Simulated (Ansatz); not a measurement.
**GaP: response to strain**

Aim: deform GaP (equal xx and yy strain of +3 %) and compute stress, forces and field gradients with LAPW, PAW and all-electron datasets made for the crystal.

Program: Ansatz 0.2.0. Level of theory: DFT PBE, scalar-relativistic. These are calculated values, not measurements.

## (1) The system as given

Symmetry: F-43m, No. 216, cubic system. The conventional cell has a = 5.451 Å, b = 5.451 Å, c = 5.451 Å, α = 90.00°, β = 90.00°, γ = 90.00°. Around Ga (site symmetry -43m) lie 4 P at 2.36 Å. Around P (site symmetry -43m) lie 4 Ga at 2.36 Å.

As a file:

```
CELL_PARAMETERS angstrom
0.00000 2.72525 2.72525
2.72525 0.00000 2.72525
2.72525 2.72525 0.00000
ATOMIC_POSITIONS crystal
Ga 0.00000 0.00000 0.00000
P 0.75000 0.75000 0.75000
```

Atoms are numbered in the order of the input: Ga1, P2.

## (2) The deformed structure

Space group F-43m before, I-4m2 after.

## (3) LAPW, all electrons

File input.yaml:

```yaml
crystal:
  lattice:
    - [0.0, 2.8070075, 2.72525]
    - [2.8070075, 0.0, 2.72525]
    - [2.8070075, 2.8070075, 0.0]
  atoms:
    - { symbol: Ga, position: [0.0, 0.0, 0.0] }
    - { symbol: P, position: [0.75, 0.75, 0.75] }
kpoints:
  mp_grid: { grid: [10, 10, 10] }
  band_path:
    path:
      - [0.0, 0.0, 0.0]
      - [0.0, 0.5, 0.5]
      - [0.25, 0.75, 0.5]
      - [0.0, 0.5, 0.0]
      - [0.0, 0.0, 0.0]
      - [0.5, 0.5, 0.0]
      - [0.3826125, 0.6173875, 0.0]
      - [-0.3826125, 0.3826125, 0.0]
      - [0.0, 0.0, 0.0]
    npoints: 5
scf:
  occupations: { method: fermi_dirac, width: 0.05 }
hamiltonian:
  xc: pbe
  pseudopotentials: { kind: all_electron, lapw: { basis_error: 0.0005 } }
output:
  forces: true
  stress: true
  eigenvalues: true
```

The run is started by

```sh
ansatz run input.yaml --threads 1 --pin off --max-ram 3072MiB --backend cpu --events-out ev --progress --plain --runs-dir out
```

## (4) Frozen-core PAW

File input.yaml:

```yaml
crystal:
  lattice:
    - [0.0, 2.8070075, 2.72525]
    - [2.8070075, 0.0, 2.72525]
    - [2.8070075, 2.8070075, 0.0]
  atoms:
    - { symbol: Ga, position: [0.0, 0.0, 0.0] }
    - { symbol: P, position: [0.75, 0.75, 0.75] }
kpoints:
  mp_grid: { grid: [10, 10, 10] }
scf:
  occupations: { method: fermi_dirac, width: 0.05 }
hamiltonian:
  xc: pbe
  pseudopotentials: { kind: paw }
output:
  forces: true
  stress: true
  eigenvalues: true
  efg: { contact_densities: true }
```

## (5) All-electron PAW on datasets made for the crystal

Changes to input.yaml since step 4:

```diff
@@ -14,3 +14,3 @@
   xc: pbe
-  pseudopotentials: { kind: paw }
+  pseudopotentials: { kind: all_electron, datasets: crystal }
 output:
```

(Steps that only read results are left out.)

Before running it: what results should come out? Wanted: pressure; largest shear or deviatoric stress.

As calculated:

```
                                 quantity                                              value
                                 pressure  LAPW -2.09, PAW -2.07, crystal datasets -2.09 GPa
largest shear or deviatoric stress (LAPW)                                           1.35 GPa
```

The largest part of the stress beyond the pressure is 1.35 GPa in size, in the zz component; the atoms are carried along and not relaxed. No run of the undeformed cell stands beside it, so the pressure holds what the given cell had before the change. PAW: stress within 0.01 GPa of LAPW. Crystal datasets: stress within 0.01 GPa of LAPW.
